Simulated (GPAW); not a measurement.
# Al (Im-3m) in GPAW: further runs

One crystal, Al, is run at these levels: LDA, RPBE; tasks: single point, relaxation of cell and atoms.

Program: GPAW 26.7.0. These are calculated values, not measurements. Logs are shortened: lines on timing, memory, paths and dates and some standing lists are left out, and cuts for length are marked. The log counts tension as positive stress, the text compression.

## 1. Starting point

The structure is cubic, space group Im-3m (No. 229). The conventional cell has a = 3.182 Å, b = 3.182 Å, c = 3.182 Å, α = 90.00°, β = 90.00°, γ = 90.00°. Al (site symmetry m-3m) is surrounded by 8 Al at 2.76 Å.

This isn't the form of Al at room conditions, which is fcc.

## 2. Single point, LDA

Input file run.py:

```python
from ase.dft.bandgap import bandgap
from ase.io import read, write
from ase.units import GPa
from gpaw import GPAW, PW

atoms = read('POSCAR')

calc = GPAW(mode=PW(600),
            xc='LDA',
            kpts={'size': (12, 12, 12), 'gamma': True},
            occupations={'name': 'methfessel-paxton', 'order': 0, 'width': 0.02},
            nbands=7,
            convergence={'density': 1e-05, 'energy': 1e-05},
            maxiter=150,
            txt='gpaw.txt')
atoms.calc = calc
energy = atoms.get_potential_energy()
forces = atoms.get_forces()
stress = atoms.get_stress()
calc.write('gs.gpw')
write('result.traj', atoms)
print(f'Energy: {energy:.6f} eV')
print('Forces (eV/A):')
print(forces.round(4))
print('Stress (GPa):', (stress / GPa).round(3))
print('Fermi level:', round(calc.get_fermi_level(), 4), 'eV')
print(f'Gap: {bandgap(calc)[0]:.4f} eV, direct: {bandgap(calc, direct=True)[0]:.4f} eV')
```

Input file POSCAR:

```
Al
1.0
   -1.5912186900      1.5912186900      1.5912186900
    1.5912186900     -1.5912186900      1.5912186900
    1.5912186900      1.5912186900     -1.5912186900
Al
1
Direct
    0.0000000000      0.0000000000      0.0000000000
```

Potentials or basis: the program's PAW data sets (release 1.2.1) made for this functional, pw.

Launch:

```
$ OMP_NUM_THREADS=1 python run.py
```

gpaw.txt:

```text
__  _  _
 | _ |_)|_||  |
 |__||  | ||/\| - 26.7.0

Input parameters:
  mode=PW(ecut=600.0),
  convergence={'density': 1e-05, 'energy': 1e-05},
  kpts=MonkhorstPack(size=(12, 12, 12), gamma=True),
  maxiter=150,
  nbands=7,
  occupations=Occupations(name='methfessel-paxton', order=0, width=0.02),
  xc=XC(name='LDA')

Diagonalizing LCAO Hamiltonian
Converting LCAO to pw mode

       Al

Atoms  # Å, Bohr magnetons
|   | symbol |        x |        y |        z |    initial magnetic moments |
|---|--------|----------|----------|----------|-----------------------------|
| 0 |     Al | 0.000000 | 0.000000 | 0.000000 | ( 0.0000,  0.0000,  0.0000) |

Unit cell  # Å
| periodic |         x |         y |         z |  lengths |     angles |
|----------|-----------|-----------|-----------|----------|------------|
|      yes | -1.591219 |  1.591219 |  1.591219 | 2.756072 | 109.471221 |
|      yes |  1.591219 | -1.591219 |  1.591219 | 2.756072 | 109.471221 |
|      yes |  1.591219 |  1.591219 | -1.591219 | 2.756072 | 109.471221 |

Number of symmetries: 48
Symmetry operations  # r_c * U_cc + t_c -> r_c
|    | kind |            matrix            |
|----|------|------------------------------|
|  0 |  σ   |  1, 1, 1,  0, 0,-1,  0,-1, 0 |
|  1 |  C4  |  1, 1, 1,  0, 0,-1, -1, 0, 0 |
|  2 |  C2  |  1, 1, 1,  0,-1, 0,  0, 0,-1 |
|  3 |  S6  |  1, 1, 1,  0,-1, 0, -1, 0, 0 |
|  4 |  S6  |  1, 1, 1, -1, 0, 0,  0, 0,-1 |
|  5 |  C4  |  1, 1, 1, -1, 0, 0,  0,-1, 0 |
|  6 |  E   |  1, 0, 0,  0, 1, 0,  0, 0, 1 |
|  7 |  σ   |  1, 0, 0,  0, 1, 0, -1,-1,-1 |
|  8 |  σ   |  1, 0, 0,  0, 0, 1,  0, 1, 0 |
|  9 |  C3  |  1, 0, 0,  0, 0, 1, -1,-1,-1 |
| 10 |  C3  |  1, 0, 0, -1,-1,-1,  0, 1, 0 |
| 11 |  σ   |  1, 0, 0, -1,-1,-1,  0, 0, 1 |
| 12 |  σ   |  0, 1, 0,  1, 0, 0,  0, 0, 1 |
| 13 |  C2  |  0, 1, 0,  1, 0, 0, -1,-1,-1 |
| 14 |  C3  |  0, 1, 0,  0, 0, 1,  1, 0, 0 |
| 15 |  S4  |  0, 1, 0,  0, 0, 1, -1,-1,-1 |
| 16 |  S4  |  0, 1, 0, -1,-1,-1,  1, 0, 0 |
| 17 |  C3  |  0, 1, 0, -1,-1,-1,  0, 0, 1 |
| 18 |  C3  |  0, 0, 1,  1, 0, 0,  0, 1, 0 |
| 19 |  S4  |  0, 0, 1,  1, 0, 0, -1,-1,-1 |
| 20 |  σ   |  0, 0, 1,  0, 1, 0,  1, 0, 0 |
| 21 |  C3  |  0, 0, 1,  0, 1, 0, -1,-1,-1 |
| 22 |  C2  |  0, 0, 1, -1,-1,-1,  1, 0, 0 |
| 23 |  S4  |  0, 0, 1, -1,-1,-1,  0, 1, 0 |
| 24 |  C4  |  0, 0,-1,  1, 1, 1,  0,-1, 0 |
| 25 |  σ   |  0, 0,-1,  1, 1, 1, -1, 0, 0 |
| 26 |  S6  |  0, 0,-1,  0,-1, 0,  1, 1, 1 |
| 27 |  C2  |  0, 0,-1,  0,-1, 0, -1, 0, 0 |
| 28 |  C4  |  0, 0,-1, -1, 0, 0,  1, 1, 1 |
| 29 |  S6  |  0, 0,-1, -1, 0, 0,  0,-1, 0 |
| 30 |  S6  |  0,-1, 0,  1, 1, 1,  0, 0,-1 |
| 31 |  C4  |  0,-1, 0,  1, 1, 1, -1, 0, 0 |
| 32 |  C4  |  0,-1, 0,  0, 0,-1,  1, 1, 1 |
| 33 |  S6  |  0,-1, 0,  0, 0,-1, -1, 0, 0 |
| 34 |  σ   |  0,-1, 0, -1, 0, 0,  1, 1, 1 |
| 35 |  C2  |  0,-1, 0, -1, 0, 0,  0, 0,-1 |
| 36 |  C2  | -1, 0, 0,  1, 1, 1,  0, 0,-1 |
| 37 |  S6  | -1, 0, 0,  1, 1, 1,  0,-1, 0 |
| 38 |  S6  | -1, 0, 0,  0, 0,-1,  1, 1, 1 |
| 39 |  C2  | -1, 0, 0,  0, 0,-1,  0,-1, 0 |
| 40 |  C2  | -1, 0, 0,  0,-1, 0,  1, 1, 1 |
| 41 |  i   | -1, 0, 0,  0,-1, 0,  0, 0,-1 |
| 42 |  S4  | -1,-1,-1,  1, 0, 0,  0, 1, 0 |
| 43 |  C3  | -1,-1,-1,  1, 0, 0,  0, 0, 1 |
| 44 |  C3  | -1,-1,-1,  0, 1, 0,  1, 0, 0 |
| 45 |  σ   | -1,-1,-1,  0, 1, 0,  0, 0, 1 |
| 46 |  S4  | -1,-1,-1,  0, 0, 1,  1, 0, 0 |
| 47 |  C2  | -1,-1,-1,  0, 0, 1,  0, 1, 0 |

BZ-sampling:
  Number of BZ points: 1728
  Number of IBZ points: 72

  Monkhorst-Pack size: [12, 12, 12]
  Monkhorst-Pack shift: [0.041666666666666664, 0.041666666666666664, 0.041666666666666664]

K-points  # in reciprocal-cell coordinates
|     |                                coordinates |     weight |
|-----|--------------------------------------------|------------|
|   0 | ( -0.00000000,  -0.00000000,  -0.00000000) | 0.00057870 |
|   1 | (  0.08333333,  -0.00000000,  -0.00000000) | 0.00694444 |
|   2 | (  0.08333333,   0.08333333,  -0.08333333) | 0.00347222 |
|   3 | (  0.16666667,  -0.00000000,  -0.08333333) | 0.01388889 |
|   4 | (  0.16666667,  -0.00000000,  -0.00000000) | 0.00694444 |
|   5 | (  0.16666667,   0.08333333,  -0.08333333) | 0.01388889 |
|   6 | (  0.16666667,   0.16666667,  -0.16666667) | 0.00347222 |
|   7 | (  0.25000000,  -0.08333333,  -0.08333333) | 0.00462963 |
|   8 | (  0.25000000,  -0.00000000,  -0.08333333) | 0.02777778 |
|   9 | (  0.25000000,  -0.00000000,  -0.00000000) | 0.00694444 |
| ... |                                            |            |
|  71 | (  0.50000000,   0.50000000,   0.50000000) | 0.00057870 |

Plane wave coefficients: 555
Cutoff: 600.0 eV

Spin-components: 1 (collinear spins)
Bands:           7
Projectors:      5
Spin-degeneracy: 2
Datatype:        complex128

Parallelization:
  kpt:    1
  domain: 1
  band:   1

Density:
  Valence electrons: 3.0
  Components: 1
  Grid points: [16 16 16]
  Charge: 0.0  # |e|

Potential:
  Grid points: [16 16 16]

species:
  Al:
    name:    Aluminium
    Z:       13.0
    valence: 3
    core:    10
    charge:  0.0  # [|e|]
    compensation charges:
      type: gauss
      rc: 0.34  # [Å]
      lmax: 2
    cutoffs:
      filter: 1.91  # [Å]
      core: 2.36  # [Å]
    projectors
    | kind |    occ | energy [eV] | rcut [Å] |
    |------|--------|-------------|----------|
    |   3s |  2.000 |      -7.830 |    1.085 |
    |   3p |  1.000 |      -2.783 |    1.085 |
    |    s |        |      19.382 |    1.085 |
    |    p |        |      24.428 |    1.085 |
    |    d |        |       0.000 |    1.085 |

    Using partial waves for Al as LCAO basis

Reference energy: -6578.421307  # eV

eigensolver:
  PPCG
  Converge bands: occupied
  niter=2

density mixing:
  MSR1-Mixer
  Pratt-step length: 0.05
  Maximum mixing coefficient: 0.75
  Old densities: 10
  SVD Regularization: 0.005
  Good broyden scale: 1.0
  Trust region scale: 1.0
  Backstep threshold: 4.0
  History deletion threshold: 6.0
  Fourier metric: weight=20.0, sigma=0.015

occupation numbers:
  Methfessel-Paxton:
    width: 0.0200  # eV
    order: 0

poisson solver:
  ecut: 4800.0  # eV

xc functional:
  name: None

convergence criteria:
- Maximum integral of absolute [dens]ity change: 1e-05 electrons / valence electron
- Maximum [total energy] change in last 3 cyles: 1e-05 eV / valence electron
- Maximum integral of absolute [eigenst]ate change: 4e-08 eV^2 / valence electron
maximum number of iterations: 150

SCF iterations
|iter     | |      energy | eigst |  dens |
|---------|-|-------------|-------|-------|
|iter:   1| |   -4.080698 | -0.19 |       |
|iter:   2| |   -4.080185 | -3.37 | -1.01 |
|iter:   3| |   -4.073628 | -3.45 | -1.03 |
|iter:   4| |   -4.073454 | -4.14 | -1.60 |
|iter:   5| |   -4.073461 | -6.06 | -2.89 |
|iter:   6| |   -4.073462c| -6.59 | -3.31 |
|iter:   7| |   -4.073462c| -8.47c| -5.08c|

Converged in 7 steps
Energy contributions relative to reference atoms: (reference = -6578.421307)

Energy contributions:
  Kinetic:           5.535480
  Coulomb:          -3.295574
  Zero:             -0.006082
  External:          0.000000
  Xc:               -6.307219
  Entropy:          -0.000135
  Spinorbit:         0.000000
  ----------------------------
  Free energy:      -4.073530
  Extrapolated:     -4.073462

dipole moment: (-2.749072, -2.749072, -2.749072)  # |e|*Ang

Fermi level: 7.159
Eigenvalues  # (at kpt = [-0.000, -0.000, -0.000])
| band index |      eig [eV] | occ [0-2] |
|------------|---------------|-----------|
|          0 |        -4.080 |     2.000 |
|          1 |        20.546 |     0.000 |
|          2 |        20.546 |     0.000 |
|          3 |        20.548 |     0.000 |
|          4 |        21.964 |     0.000 |
|          5 |        21.964 |     0.000 |
|          6 |        21.964 |     0.000 |

No gap
No difference between direct/indirect transitions

Forces  # eV/Ang
|       x |       y |       z |
|---------|---------|---------|
| 0.00000 | 0.00000 | 0.00000 |  # Al   0

Stress tensor  # eV/Ang^3
|         x |         y |         z |
|-----------|-----------|-----------|
| -0.004160 |  0.000000 |  0.000000 |
|  0.000000 | -0.004160 |  0.000000 |
|  0.000000 |  0.000000 | -0.004160 |

# Writing to gs.gpw (mode='')
```

Wall time 3.8 s (1 thread of Arm Neoverse V2, shared host); peak memory 0.13 GiB.

What came out:

| Quantity | Value |
| --- | --- |
| Free energy | -4.0735 eV |
| Pressure | 0.7 GPa |
| Band gap on the k mesh | none (metal or under the smearing width) |

## 3. Single point, RPBE

Changes to run.py since step 2:

```diff
@@ -1,3 +1,4 @@
+from ase import Atoms
 from ase.dft.bandgap import bandgap
-from ase.io import read, write
+from ase.io import write
 from ase.units import GPa
@@ -5,6 +6,11 @@
 
-atoms = read('POSCAR')
+atoms = Atoms(['Al'],
+              cell=[[-1.59121869, 1.59121869, 1.59121869],
+                    [1.59121869, -1.59121869, 1.59121869],
+                    [1.59121869, 1.59121869, -1.59121869]],
+              scaled_positions=[[0.0, 0.0, 0.0]],
+              pbc=True)
 
 calc = GPAW(mode=PW(600),
-            xc='LDA',
+            xc='RPBE',
             kpts={'size': (12, 12, 12), 'gamma': True},
```

Potentials or basis: the program's PAW data sets (release 1.2.1) made for this functional, pw.

Launch:

```
$ OMP_NUM_THREADS=1 python run.py
```

gpaw.txt:

```text
__  _  _
 | _ |_)|_||  |
 |__||  | ||/\| - 26.7.0

Input parameters:
  mode=PW(ecut=600.0),
  convergence={'density': 1e-05, 'energy': 1e-05},
  kpts=MonkhorstPack(size=(12, 12, 12), gamma=True),
  maxiter=150,
  nbands=7,
  occupations=Occupations(name='methfessel-paxton', order=0, width=0.02),
  xc=XC(name='RPBE')

Diagonalizing LCAO Hamiltonian
Converting LCAO to pw mode

       Al

Atoms  # Å, Bohr magnetons
|   | symbol |        x |        y |        z |    initial magnetic moments |
|---|--------|----------|----------|----------|-----------------------------|
| 0 |     Al | 0.000000 | 0.000000 | 0.000000 | ( 0.0000,  0.0000,  0.0000) |

Unit cell  # Å
| periodic |         x |         y |         z |  lengths |     angles |
|----------|-----------|-----------|-----------|----------|------------|
|      yes | -1.591219 |  1.591219 |  1.591219 | 2.756072 | 109.471221 |
|      yes |  1.591219 | -1.591219 |  1.591219 | 2.756072 | 109.471221 |
|      yes |  1.591219 |  1.591219 | -1.591219 | 2.756072 | 109.471221 |

Number of symmetries: 48
Symmetry operations  # r_c * U_cc + t_c -> r_c
|    | kind |            matrix            |
|----|------|------------------------------|
|  0 |  σ   |  1, 1, 1,  0, 0,-1,  0,-1, 0 |
|  1 |  C4  |  1, 1, 1,  0, 0,-1, -1, 0, 0 |
|  2 |  C2  |  1, 1, 1,  0,-1, 0,  0, 0,-1 |
|  3 |  S6  |  1, 1, 1,  0,-1, 0, -1, 0, 0 |
|  4 |  S6  |  1, 1, 1, -1, 0, 0,  0, 0,-1 |
|  5 |  C4  |  1, 1, 1, -1, 0, 0,  0,-1, 0 |
|  6 |  E   |  1, 0, 0,  0, 1, 0,  0, 0, 1 |
|  7 |  σ   |  1, 0, 0,  0, 1, 0, -1,-1,-1 |
|  8 |  σ   |  1, 0, 0,  0, 0, 1,  0, 1, 0 |
|  9 |  C3  |  1, 0, 0,  0, 0, 1, -1,-1,-1 |
| 10 |  C3  |  1, 0, 0, -1,-1,-1,  0, 1, 0 |
[... 135 lines left out ...]

xc functional:
  name: RPBE with 2 nearest neighbor stencil

convergence criteria:
- Maximum integral of absolute [dens]ity change: 1e-05 electrons / valence electron
- Maximum [total energy] change in last 3 cyles: 1e-05 eV / valence electron
- Maximum integral of absolute [eigenst]ate change: 4e-08 eV^2 / valence electron
maximum number of iterations: 150

SCF iterations
|iter     | |      energy | eigst |  dens |
|---------|-|-------------|-------|-------|
|iter:   1| |   -3.363433 | -0.20 |       |
|iter:   2| |   -3.363775 | -3.36 | -0.99 |
|iter:   3| |   -3.364100 | -3.17 | -1.01 |
|iter:   4| |   -3.364812 | -3.81 | -1.58 |
|iter:   5| |   -3.364846 | -5.81 | -2.80 |
|iter:   6| |   -3.364854 | -6.25 | -3.19 |
|iter:   7| |   -3.364854c| -8.39c| -4.74 |
|iter:   8| |   -3.364854c| -9.01c| -5.21c|

Converged in 8 steps
Energy contributions relative to reference atoms: (reference = -6606.623678)

Energy contributions:
  Kinetic:           5.142390
  Coulomb:          -2.868735
  Zero:             -0.008723
  External:          0.000000
  Xc:               -5.629707
  Entropy:          -0.000155
  Spinorbit:         0.000000
  ----------------------------
  Free energy:      -3.364931
  Extrapolated:     -3.364854

dipole moment: (-2.723070, -2.723070, -2.723070)  # |e|*Ang

Fermi level: 7.503
Eigenvalues  # (at kpt = [-0.000, -0.000, -0.000])
| band index |      eig [eV] | occ [0-2] |
|------------|---------------|-----------|
|          0 |        -3.816 |     2.000 |
|          1 |        20.948 |     0.000 |
|          2 |        20.948 |     0.000 |
|          3 |        20.949 |     0.000 |
|          4 |        22.696 |     0.000 |
|          5 |        22.696 |     0.000 |
|          6 |        22.696 |     0.000 |

No gap
No difference between direct/indirect transitions

Forces  # eV/Ang
|       x |        y |       z |
|---------|----------|---------|
| 0.00000 | -0.00000 | 0.00000 |  # Al   0

Stress tensor  # eV/Ang^3
|         x |         y |         z |
|-----------|-----------|-----------|
| -0.034928 | -0.000000 |  0.000000 |
| -0.000000 | -0.034928 |  0.000000 |
|  0.000000 |  0.000000 | -0.034928 |

# Writing to gs.gpw (mode='')
```

stdout:

```text
Energy: -3.364854 eV
Forces (eV/A):
[[ 0. -0.  0.]]
Stress (GPa): [-5.596 -5.596 -5.596  0.     0.    -0.   ]
Fermi level: 7.5035 eV
Gap: 0.0000 eV, direct: 0.0000 eV
```

Wall time 4.4 s (1 thread of Arm Neoverse V2, shared host); peak memory 0.13 GiB.

Results:

* Free energy: -3.3649 eV
* Pressure: 5.6 GPa
* Band gap on the k mesh: none (metal or under the smearing width)

Levels at points of the mesh, in eV from the Fermi level:
```tsv
k point	band 1	band 2	band 3	band 4
(0.00, 0.00, 0.00)	-11.32	13.44	13.44	13.45
(0.50, 0.50, 0.00)	-4.45	-3.87	8.30	8.41
(0.50, 0.50, 0.50)	1.91	1.91	1.91	2.89
```

## 4. Single point, LDA

Input file run.py:

```python
from ase.dft.bandgap import bandgap
from ase.io import read, write
from ase.units import GPa
from gpaw import GPAW, PW

atoms = read('POSCAR')

calc = GPAW(mode=PW(600),
            xc='LDA',
            kpts={'size': (12, 12, 12), 'gamma': True},
            occupations={'name': 'methfessel-paxton', 'order': 0, 'width': 0.05},
            nbands=7,
            convergence={'density': 1e-05, 'energy': 1e-05},
            maxiter=150,
            txt='gpaw.txt')
atoms.calc = calc
energy = atoms.get_potential_energy()
forces = atoms.get_forces()
stress = atoms.get_stress()
calc.write('gs.gpw')
write('result.traj', atoms)
print(f'Energy: {energy:.6f} eV')
print('Forces (eV/A):')
print(forces.round(4))
print('Stress (GPa):', (stress / GPa).round(3))
print('Fermi level:', round(calc.get_fermi_level(), 4), 'eV')
print(f'Gap: {bandgap(calc)[0]:.4f} eV, direct: {bandgap(calc, direct=True)[0]:.4f} eV')
```

POSCAR is that of step 2.

Launch:

```
$ OMP_NUM_THREADS=1 python run.py
```

Wall time 3.8 s (1 thread of Arm Neoverse V2, shared host); peak memory 0.13 GiB.

Results (log left out):

```yaml
Free_energy: -4.0737 eV
Pressure: 0.7 GPa
Band_gap_on_the_k_mesh: none (metal or under the smearing width)
```

Levels at points of the mesh, in eV from the Fermi level:
| k point | band 1 | band 2 | band 3 | band 4 |
| --- | --- | --- | --- | --- |
| (0.00, 0.00, 0.00) | -11.23 | 13.40 | 13.40 | 13.40 |
| (0.50, 0.50, 0.00) | -4.33 | -3.87 | 8.27 | 8.38 |
| (0.50, 0.50, 0.50) | 1.93 | 1.93 | 1.93 | 3.06 |

[end of part 1 of 2]
